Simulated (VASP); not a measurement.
A run of VASP 6.6.1 is set up as follows.

Contents of INCAR:

```
ALGO = Normal
DIPOL = 0.5 0.5 0.500
EDIFF = 1E-6
EDIFFG = -0.02
ENCUT = 520
GGA = PS
IBRION = 2
IDIPOL = 3
ISIF = 2
ISMEAR = 0
KPAR = 4
LASPH = True
LCHARG = False
LDIPOL = True
LREAL = False
LWAVE = False
NELM = 80
NSW = 80
PREC = Accurate
SIGMA = 0.03
```

Contents of KPOINTS:

```
k-points
0
Gamma
  12 12 1
```

POSCAR

```
C
1.0
    2.5136995500      0.0000000000      0.0000000000
   -1.2568497800      2.1769276700      0.0000000000
    0.0000000000      0.0000000000     27.8276693200
C
14
Direct
    0.0000000000      0.0000000000      0.2695159200
    0.6666666700      0.3333333300      0.2879546500
    0.6666666700      0.3333333300      0.3432708300
    0.3333333300      0.6666666700      0.3617095500
    0.3333333300      0.6666666700      0.4170257300
    0.0000000000      0.0000000000      0.4354644600
    0.0000000000      0.0000000000      0.4907806400
    0.6666666700      0.3333333300      0.5092193600
    0.6666666700      0.3333333300      0.5645355400
    0.3333333300      0.6666666700      0.5829742700
    0.3333333300      0.6666666700      0.6382904500
    0.0000000000      0.0000000000      0.6567291700
    0.0000000000      0.0000000000      0.7120453500
    0.6666666700      0.3333333300      0.7304840800
```

Potentials or basis: VASP PAW PBE potentials, release 64 (C).

Launch:

```sh
$ cat potpaw_PBE.64/C/POTCAR > POTCAR
$ mpirun -np 4 vasp_std > vasp.out
```

**Question.** Estimate the band gap on the k mesh.

**Answer.** None (metal or under the smearing width).

**Question.** Estimate the energy gained by relaxing.

**Answer.** 77.4 meV/atom.

Forces in eV/Å, atoms in the order of the input:
```
C    0.000  0.000  0.000
C    0.000  0.000  0.006
C    0.000  0.000 -0.001
C    0.000  0.000  0.001
C    0.000  0.000  0.005
C    0.000  0.000 -0.002
C    0.000  0.000 -0.004
C    0.000  0.000  0.004
C    0.000  0.000  0.002
C    0.000  0.000 -0.005
C    0.000  0.000 -0.001
C    0.000  0.000  0.001
C    0.000  0.000 -0.006
C    0.000  0.000  0.000
```

Caveat: the PAW data sets were made with another functional, which shifts forces and pressure a little.
